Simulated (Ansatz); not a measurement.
# PbS(001) slab, 2 layers: phonons and vibrational spectra

Wanted: phonon frequencies of PbS(001) slab, 2 layers and what follows from them.

Calculated with Ansatz 0.2.0; DFT PBEsol, scalar-relativistic, plane waves, PAW.

## Step 1: The structure

The cell holds 4 atoms: 2 Pb and 2 S. Cell: a = 4.200 Å, b = 4.200 Å, c = 15.970 Å, α = 90.0°, β = 90.0°, γ = 90.0°. Vacuum lies along c.

## Step 2: Coarse relaxation

The start is far from rest, so a relaxation with loose tolerances brings it close first.

The program solves this slab on a cell height of its own, 29.7 Å, in place of the one typed.

Contents of input.yaml:

```yaml
crystal:
  lattice:
    - [2.97, 2.97, 0.0]
    - [-2.97, 2.97, 0.0]
    - [0.0, 0.0, 15.97]
  atoms:
    - { symbol: Pb, position: [0.0, 0.0, 0.407013] }
    - { symbol: Pb, position: [0.5, 0.5, 0.592987] }
    - { symbol: S, position: [0.5, 0.5, 0.407013] }
    - { symbol: S, position: [0.0, 0.0, 0.592987] }
  periodic: [true, true, false]
kpoints:
  mp_grid: { grid: [6, 6, 1] }
hamiltonian:
  xc: pbesol
scf:
  occupations: { method: gaussian, width: 0.1 }
output:
  forces: true
  stress: true
  eigenvalues: true
relax:
  adjacent_minimum: "off"
  f_tol: 0.05
  max_steps: 80
  cell: { stress_2d_tol: 0.02 }
```

Command:

```sh
$ ansatz run input.yaml --threads 8 --pin off --max-ram 14336MiB --backend cpu --events-out ev --progress --plain --runs-dir out
```

Numbers of over 12 decimals in the logs are rounded to 6 here.

The log of the run:

```text
[...]
F+E_penalty+E_count = -25281.47155040 eV   max|allowed force component| = 9.215e-4 eV/Å   (the final SCF, on the basis selected at the relaxed cell)
  cell:  # Å, volume = 516.5066 Å³
    - [2.946812, 2.946812, 0.0]
    - [-2.946812, 2.946812, 0.0]
    - [0.0, 0.0, 29.74000956]
  atoms:
    - { symbol: Pb, position: [0, 0, 0.221373] }
    - { symbol: Pb, position: [0.500000, 0.500000, 0.315614] }
    - { symbol: S, position: [0.500000, 0.500000, 0.226078] }
    - { symbol: S, position: [0, 0, 0.310909] }
[key lines of the parts left out:]
SCF converged after 6 iterations
Free energy (F): -25281.471550 eV
Fermi energy:    -3.640043 eV
P = ½ c Tr σ = -0.0028 N/m
```

Run time: 19 s. Hardware: 8 threads of Arm Neoverse N1, shared host; peak memory 1.1 GiB; 2.2 min of CPU time.

Relaxation path:

```tsv
step	energy less that of the first step (eV)	largest force component (eV/Å)	volume (Å³)
1	0.0000	0.7449	524.67
2	-0.2361	0.6599	513.21
3	-0.2807	0.3174	515.88
4	-0.2978	0.0448	515.73
5	-0.2980	0.0150	517.83
6	-0.2982	0.0009	516.51
7*	-0.2981	0.0009	516.51
```

Relaxation steps marked * repeat the geometry before them on a plane-wave basis chosen anew for their cell, so energy and pressure can jump there.

Forces are held to the 16 operations that the run works with; a distortion that breaks them can't arise in this run.

```tsv
cell as run	before	after	change
a (Å)	4.200	4.167	-0.8 %
b (Å)	4.200	4.167	-0.8 %
```

The atoms that moved most (Å, along periodic axes as changes of fractional coordinates times the final cell, across vacuum about the mean position):

```tsv
atom	dx	dy	dz	length
S4	0.000	0.000	-0.224	0.224
S3	0.000	0.000	0.224	0.224
Pb2	0.000	0.000	-0.084	0.084
Pb1	0.000	0.000	0.084	0.084
```

Final coordinates:

```xyz
4
Lattice="2.9468 2.9468 0.0000 -2.9468 2.9468 0.0000 0.0000 0.0000 29.7400" Properties=species:S:1:pos:R:3
Pb    0.0000    0.0000    6.5836
Pb    0.0000    2.9468    9.3864
S     0.0000    2.9468    6.7236
S     0.0000    0.0000    9.2464
```

This step gave:

```yaml
gap_on_the_k_mesh: 2.015 eV
direct_gap_on_mesh: 2.042 eV
area_per_atom: 4.342 Å²
```

The relaxation ends with a largest force component of 9.2e-4 eV/Å.

## Step 3: Relaxation

The cell and atoms are relaxed, since residual forces and stress would shift the frequencies.

Contents of input.yaml:

```yaml
crystal:
  lattice:
    - [2.9468116307, 2.9468116307, 0.0]
    - [-2.9468116307, 2.9468116307, 0.0]
    - [0.0, 0.0, 29.74000956]
  atoms:
    - { symbol: Pb, position: [0.0, 0.0, 0.22137343] }
    - { symbol: Pb, position: [0.5, 0.5, 0.3156136199] }
    - { symbol: S, position: [0.5, 0.5, 0.2260779864] }
    - { symbol: S, position: [0.0, 0.0, 0.3109090636] }
  periodic: [true, true, false]
kpoints:
  mp_grid: { grid: [6, 6, 1] }
hamiltonian:
  xc: pbesol
scf:
  occupations: { method: gaussian, width: 0.02 }
output:
  forces: true
  stress: true
  eigenvalues: true
relax:
  adjacent_minimum: "off"
  f_tol: 0.005
  max_steps: 80
  cell: { stress_2d_tol: 0.02 }
```

The log of the run:

```text
[...]
Crystal: 4 atoms, lattice volume = 516.507 Å³
Basis set: ecut = 420 eV, 10027 PW (Γ), exchange–correlation on 60×60×400 points (8 copies of the dense FFT grid, shifted against one another)
Bands: 24, of which v1, the nominal top of the filled ones, is band 20 counted from 1 (19 counted from 0)
Symmetry: 16 space group operations
[...]
k-points: 10 of 36
[...]
--- Relaxed structure (1 steps of the walk, 1 accepted, 1 SCFs on fresh bases) ---
[...]
cell:  # Å, volume = 516.5066 Å³
    - [2.9468116307, 2.9468116307, 0.0]
    - [-2.9468116307, 2.9468116307, 0.0]
    - [0.0, 0.0, 29.74000956]
  atoms:
    - { symbol: Pb, position: [0.0, 0.0, 0.221373] }
    - { symbol: Pb, position: [0.5, 0.5, 0.315614] }
    - { symbol: S, position: [0.5, 0.5, 0.226077986375] }
    - { symbol: S, position: [0.0, 0.0, 0.310909] }
[key lines of the parts left out:]
SCF converged after 6 iterations
Free energy (F): -25281.471550 eV
Fermi energy:    -3.640055 eV
P = ½ c Tr σ = -0.0028 N/m
```

Wall time 6.3 s (8 threads); peak memory 1.1 GiB; 42 s of CPU time.

Little changed from the start: no atom moved by 0.005 Å and no cell edge by 0.1 %.

## Step 4: Tight relaxation

Phonons need a cell at rest on their own settings, so the relaxation is repeated with tight tolerances on forces and stress on the k mesh and occupations of the first response run.

input.yaml, the sections that differ from step 3:

```yaml
kpoints:
  mp_grid: { grid: [8, 8, 1] }
scf:
  occupations: { method: fixed }
output:
  forces: true
  stress: true
  eigenvalues: true
  write_density: true
  write_potential: true
  elf: true
  volumetric_format: npy
relax:
  adjacent_minimum: "off"
  f_tol: 0.001
  max_steps: 60
  cell: { stress_2d_tol: 0.002 }
# crystal, hamiltonian: as in step 3
```

The log of the run:

```text
[...]
Crystal: 4 atoms, lattice volume = 516.507 Å³
Basis set: ecut = 420 eV, 10027 PW (Γ), exchange–correlation on 60×60×400 points (8 copies of the dense FFT grid, shifted against one another)
Bands: 24, of which v1, the nominal top of the filled ones, is band 20 counted from 1 (19 counted from 0)
Symmetry: 16 space group operations
[...]
k-points: 15 of 64
[...]
--- Relaxed structure (3 steps of the walk, 3 accepted, 1 SCFs on fresh bases) ---
[...]
cell:  # Å, volume = 516.6602 Å³
    - [2.947250, 2.947250, 0.0]
    - [-2.947250, 2.947250, 0.0]
    - [0.0, 0.0, 29.74000956]
  atoms:
    - { symbol: Pb, position: [0, 0, 0.221324] }
    - { symbol: Pb, position: [0.500000, 0.500000, 0.315663] }
    - { symbol: S, position: [0.500000, 0.500000, 0.226137] }
    - { symbol: S, position: [0, 0, 0.310850] }
[key lines of the parts left out:]
SCF converged after 7 iterations
Free energy (F): -25281.467463 eV
Fermi energy:    -4.474600 eV
P = ½ c Tr σ = 0.0016 N/m
```

Wall time 16 s (8 threads); peak memory 1.2 GiB.

Little changed from the start: no atom moved by 0.005 Å and no cell edge by 0.1 %.

This step gave:

```
gap on the k-mesh  : 1.733 eV
direct gap on mesh : 1.733 eV
area per atom      : 4.343 Å²
```

Valence density in the ac plane at fractional y = 0.000, with atoms of Pb and S within 0.2 Å of it. It is the smooth field of the valence electrons, not physical close to the nuclei.

Ten steps, logarithmic in the rise over the least value, from '_' (0.00 × 1e0 e/Å³) to '@' (6.68 × 1e0 e/Å³), each cell a mean:
```
____________________________
____________________________
____________________________
____________________________
____________________________
____________________________
____________________________
____________________________
____________________________
____________________________
____________________________
____________________________
____________________________
____________________________
____________________________
==----::..________....::--==
++++++==--::......::--++**++
++==--::....____....::--==++
@@@@##++--........::--++%%@@
**++==::..________..::--==++
____________________________
____________________________
____________________________
____________________________
```
Columns run along a (4.2 Å), rows up along c (29.7 Å). Atoms in or near the plane, at fractional coordinates: Pb at (0.00, 0.22), S at (0.00, 0.31).

ELF in the ac plane at fractional y = 0.000, with atoms of Pb and S within 0.2 Å of it. It is the smooth field of the valence electrons, not physical close to the nuclei.

Ten even steps from '_' (0.00) to '@' (0.83), each cell a mean:
```
____________________________
____________________________
____________________________
____________________________
____________________________
____________________________
____________________________
____________________________
____________________________
____________________________
____________________________
____________________________
____________________________
____________________________
....____________________....
%%%%##**--..______..==**%%%%
--**@@@@##--____..==%%@@@@++
****++==::..______..--==++**
__..====--..______..--==--..
******++::..______..--++****
==--::..______________..----
____________________________
____________________________
____________________________
```
Columns run along a (4.2 Å), rows up along c (29.7 Å). Atoms in or near the plane, at fractional coordinates: Pb at (0.00, 0.22), S at (0.00, 0.31).

Electrostatic potential energy in the ac plane at fractional y = 0.000, with atoms of Pb and S within 0.2 Å of it. With pseudopotentials it is smooth inside the atoms' cores, unlike the true potential.

Ten even steps from '_' (-33 eV) to '@' (0 eV), each cell a mean:
```
@@@@@@@@@@@@@@@@@@@@@@@@@@@@
@@@@@@@@@@@@@@@@@@@@@@@@@@@@
@@@@@@@@@@@@@@@@@@@@@@@@@@@@
@@@@@@@@@@@@@@@@@@@@@@@@@@@@
@@@@@@@@@@@@@@@@@@@@@@@@@@@@
@@@@@@@@@@@@@@@@@@@@@@@@@@@@
@@@@@@@@@@@@@@@@@@@@@@@@@@@@
@@@@@@@@@@@@@@@@@@@@@@@@@@@@
@@@@@@@@@@@@@@@@@@@@@@@@@@@@
@@@@@@@@@@@@@@@@@@@@@@@@@@@@
@@@@@@@@@@@@@@@@@@@@@@@@@@@@
@@@@@@@@@@@@@@@@@@@@@@@@@@@@
@@@@@@@@@@@@@@@@@@@@@@@@@@@@
@@@@@@@@@@@@@@@@@@@@@@@@@@@@
@@@@@@@@@@@@@@@@@@@@@@@@@@@@
####@@@@@@@@@@@@@@@@@@@@%%##
____::##@@@@@@@@@@@@%%**____
++++##%%@@@@@@@@@@@@@@%%**++
______--##@@@@@@@@%%**..____
==++**%%@@@@@@@@@@@@%%##++++
@@@@@@@@@@@@@@@@@@@@@@@@@@@@
@@@@@@@@@@@@@@@@@@@@@@@@@@@@
@@@@@@@@@@@@@@@@@@@@@@@@@@@@
@@@@@@@@@@@@@@@@@@@@@@@@@@@@
```
Columns run along a (4.2 Å; values clipped at the 3rd and 97th percentile), rows up along c (29.7 Å). Atoms in or near the plane, at fractional coordinates: Pb at (0.00, 0.22), S at (0.00, 0.31).

The largest force component left is 0.84 meV/Å, within the tolerances set.

## Step 5: Linear response at the zone centre

The zone centre comes first: it holds the modes that light can see, as far as symmetry allows. The response to a homogeneous field gives the Born charges and the dielectric tensor.

Contents of input.yaml:

```yaml
crystal:
  lattice:
    - [2.9472499588, 2.9472499588, 0.0]
    - [-2.9472499588, 2.9472499588, 0.0]
    - [0.0, 0.0, 29.74000956]
  atoms:
    - { symbol: Pb, position: [0.0, 0.0, 0.2213236739] }
    - { symbol: Pb, position: [0.5, 0.5, 0.315663376] }
    - { symbol: S, position: [0.5, 0.5, 0.2261371633] }
    - { symbol: S, position: [0.0, 0.0, 0.3108498867] }
  periodic: [true, true, false]
kpoints:
  mp_grid: { grid: [8, 8, 1] }
hamiltonian:
  xc: pbesol
scf:
  occupations: { method: fixed }
output:
  eigenvalues: true
phonons:
  method: dfpt
  dielectric: true
```

The log of the run:

```text
Warning: phonons.dielectric: true without phonons.rigid_motions: the static dielectric tensor ε⁰ will be withheld (ε∞, Z* and the rows of modes are given); for a crystal or a slab, whose only rigid motions are the translations, set phonons.rigid_motions: translations
Warning: crystal.symmetry: narrowed to the stabiliser of the run's FFT grids — unitary ops 16 → 8. A phonons.method: dfpt run fills in the rows of the dynamical matrix that it does not solve by its symmetry operations, which is exact only for operations that map its FFT grids onto themselves: filled in by any other, the frequencies could depend on the order in which like atoms are typed, or, by more than the grids' own error, on where the crystal sits among the grids' points. Excluded: 8 operations. The run can therefore solve more perturbations, solve them on more k-points, or both, and cost more. [rest of the remark cut]
[...]
Crystal: 4 atoms, lattice volume = 516.660 Å³
Basis set: ecut = 420 eV, 10027 PW (Γ), exchange–correlation on 60×60×400 points (8 copies of the dense FFT grid, shifted against one another)
Bands: 24, of which v1, the nominal top of the filled ones, is band 20 counted from 1 (19 counted from 0)
Symmetry: 16 space group operations
k-points: 21 of 64 (irreducible under 2 space group operations, time reversal used)
[...]
SCF iter   1: F=—  HF=-25281.477243 eV  |F-HF|=—  |Δ(HF+E_count)|=         —  Δρ=1.73e-3  dr2=4.26e-2  ethr=1.77e-3  ⟨swp⟩=7.4  Hψ=2770  notcnv=0  defer=32
[...]
SCF iter   9: F=-25281.467463 eV  HF=-25281.467463 eV  |F-HF|=1.82e-11  |Δ(HF+E_count)|=   1.54e-9  Δρ=9.77e-8  dr2=4.23e-11  ethr=1.00e-12  ⟨swp⟩=20.9  Hψ=5463  notcnv=0
[...]
SCF 1 converged in 9 iterations: F = -25281.467463 eV  dr2 = 4.23e-11
[...]
DFPT response loops at Γ: preconditioner auto → none (the input reference at scf.mixing.eps_inf says where Resta's filter doesn't serve); β = 0.50; Broyden in place of MSR1
── the response to a field inside a basis, on 8×8×1 k-points: an SCF that follows is theirs, and a resumed run solves both again ──
Bands: 21, of which v1, the nominal top of the filled ones, is band 20 counted from 1 (19 counted from 0)
k-points: 10 of 64 (irreducible under 8 space group operations)
[...]
Eigensolver: Dense (10 Hₖ)
SCF iter   1: F=—  HF=-25281.458697 eV  |F-HF|=—  |Δ(HF+E_count)|=         —  Δρ=5.47e-5  dr2=4.35e-6  ethr=1.00e-1
[...]
SCF iter   4: F=-25281.458700 eV  HF=-25281.458700 eV  |F-HF|=5.86e-10  |Δ(HF+E_count)|=   3.01e-8  Δρ=1.21e-6  dr2=5.43e-9  ethr=5.17e-10
SCF 1 converged in 4 iterations: F = -25281.458700 eV  dr2 = 5.43e-9
[...]
SCF converged after 9 iterations
Free energy (F): -25281.467463 eV
[...]
Internal energy: -25281.467463 eV  (E = F + TS)
E sigma→0 (E₀):  -25281.467463 eV
Fermi energy:    -4.474596 eV
[...]
--- Band table (eV; the first three rows and the last of 21) ---
  k-point 0: bands = [... 16 lower, -7.2121, -6.0832, -6.0832, -4.8321, -2.5697, -0.5093 (-0.5118°), 0.1533, 0.1684]
  k-point 1: bands = [... 16 lower, -7.0074, -5.9817, -5.7789, -4.8818, -2.5094, -0.4817 (-0.4826°), -0.1419, 0.1747]
  k-point 2: bands = [... 16 lower, -6.5331, -5.7287, -5.1083, -5.0630, -2.2782, -1.6680, -0.7432, -0.5063]
  k-point 20: bands = [... 16 lower, -7.5365, -7.5365, -6.0559, -6.0559, -0.3916, -0.3916, 0.7265, 0.7265]
  ° read free of the cell's end (the report's vacuum.weakly_bound_levels)
--- Phonons (Γ-DFPT): 8 representative perturbations + reference, on 21 of 64 k-points (Σ response iterations 41) ---
  ASR residual: 9.478e-5 → 0.000e0 eV/Å²; symmetrization residual: 3.857e-5 eV/Å²
  The last average, over the group as it would stand without the narrowing to the FFT grids, took up to 1.788e-5 eV/Å² of the zone centre's force constants
  ASR residual per site (eV/Å²): 4.00e-5 7.57e-5 9.48e-5 7.53e-5
  Γ frequencies (cm⁻¹): 0.00 0.00 0.00 37.03 37.03 60.87 64.50 64.50 152.84 152.84 212.10 267.56
  ε∞ (high-frequency dielectric tensor):
        3.937728    -0.000000     0.000000
       -0.000000     3.937728    -0.000000
        0.000000    -0.000000     1.178634
  α∞ (the layer's polarisability for a field applied outside it; Å, Gaussian; ε∞ is over the cell's 29.740 Å):
        6.952529    -0.000000     0.000000
       -0.000000     6.952529    -0.000000
        0.000000    -0.000000     0.422762
  ε⁰ (static dielectric tensor): not given — the deck does not say what the cell's rigid motions are, and on a molecule in a box or a wire the rigid rotations would enter the sum over the modes at Γ. For a crystal or a slab, whose only rigid motions are the translations, set phonons.rigid_motions: translations.
  Born effective charges Z* (e; rows j = field, columns β = displacement):
    site 0:
         4.59093   -0.00000    0.00000
         0.00000    4.59093   -0.00000
         0.00000   -0.00000    0.29737
    site 1:
         4.59093   -0.00000   -0.00000
        -0.00000    4.59093    0.00000
        -0.00000   -0.00000    0.29737
    site 2:
        -4.59093    0.00000    0.00000
        -0.00000   -4.59093   -0.00000
         0.00000   -0.00000   -0.29737
    site 3:
        -4.59093    0.00000    0.00000
        -0.00000   -4.59093    0.00000
         0.00000    0.00000   -0.29737
  Z* charge neutrality: 2.207e-2 e pre-enforcement
  solved inside a basis spanned on kpoints, on 8×8×1 k-points, its susceptibility summed on 16×16×2: ε∞ is read to err by 1.5e-2, Z* by 3.3e-2 e (field_mesh: kpoints solves on kpoints); Z* is corrected for what the basis lacks
  optical modes at Γ without the LO–TO term, one row a degenerate level:
      ω (cm⁻¹)  modes    IR ((D/Å)²/amu)
         37.03      2             0.0000
         60.87      1             0.0000
         64.50      2            70.0551
        152.84      2             0.0000
        212.10      1             0.0000
        267.56      1             0.1470
```

It took 2.4 min on 8 threads; peak memory 2 GiB.

This step gave:

```yaml
sum_rule_residual_before_enforcement: 9.48e-5 eV/Å²
miss_of_the_charge_sum_rule: 0.02207 e
estimated_error_of_the_dielectric_tensor: 0.01502
estimated_error_of_the_born_charges: 0.03324 e
point_group: 4/mmm
highest_optical_mode_at_the_zone_centre_no_lo_to_term: 267.6 cm⁻¹
lowest_optical_zone_centre_mode: 37.03 cm⁻¹
largest_born_charge_third_of_the_trace: 3.160 e
```

Without the LO-TO term. Patterns of degenerate modes are one choice out of their space. The modes at Γ (shares of kinetic energy by element, %):

```tsv
mode	frequency (cm⁻¹)	symmetry	Pb %	S %
1	0.0	acoustic	87	13
2	0.0	acoustic	87	13
3	0.0	acoustic	87	13
4	37.0	Eg	99	1
5	37.0	Eg	99	1
6	60.9	A1g	88	12
7	64.5	Eu	13	87
8	64.5	Eu	13	87
9	152.8	Eg	1	99
10	152.8	Eg	1	99
11	212.1	A1g	12	88
12	267.6	A2u	13	87
```

Displacements in mode 4 (37.0 cm⁻¹), the largest set to 1:
```
Pb1  0.02  1.00  0.00
Pb2 -0.02 -1.00  0.00
S3   0.01  0.24  0.00
S4  -0.01 -0.24  0.00
```

Displacements in mode 7 (64.5 cm⁻¹), the largest set to 1:
```
Pb1  0.00 -0.15  0.00
Pb2  0.00 -0.15  0.00
S3   0.03  1.00  0.00
S4   0.03  1.00  0.00
```

High-frequency dielectric tensor, averaged over the cell of height 29.7 Å or as lengthened by the program, vacuum included. Tensor:

```tsv
	x	y	z
x	3.938	0	0
y	0	3.938	0
z	0	0	1.179
```

Born charge (rows field, columns displacement) (e), principal values of the symmetric part by kind of site:

```tsv
atom	atoms with these values	low	middle	high	mean
Pb1	2	0.30	4.59	4.59	3.16
S3	2	-4.59	-4.59	-0.30	-3.16
```

In full for S3:

```
-4.59  0.00  0.00
 0.00 -4.59  0.00
 0.00  0.00 -0.30
```

Transverse modes. Lines of the infrared spectrum (strongest = 100):

```tsv
position (cm⁻¹)	label	relative intensity
37	Eg	0.0
61	A1g	0.0
64	Eu	100
153	Eg	0.0
212	A1g	0.0
268	A2u	0.2
```

Before it was imposed, the acoustic sum rule was missed by 9.5e-5 eV/Å² and the charge sum rule by 0.022 e. Small misses are needed for a sound result but don't prove that mesh and cutoff are converged. The lowest optical mode is real, 37.0 cm⁻¹.

(Part 1 of 2 ends here.)

[Logs are printed without paths, hosts, clocks, repeated set-up lines and the standing remarks that a program may print on its own settings, such as how far it seeks lower states.]

[Hosts, paths, dates, database ids (printed as entryN), source tags and the programs' standing remarks are cut or masked in the printed files.]
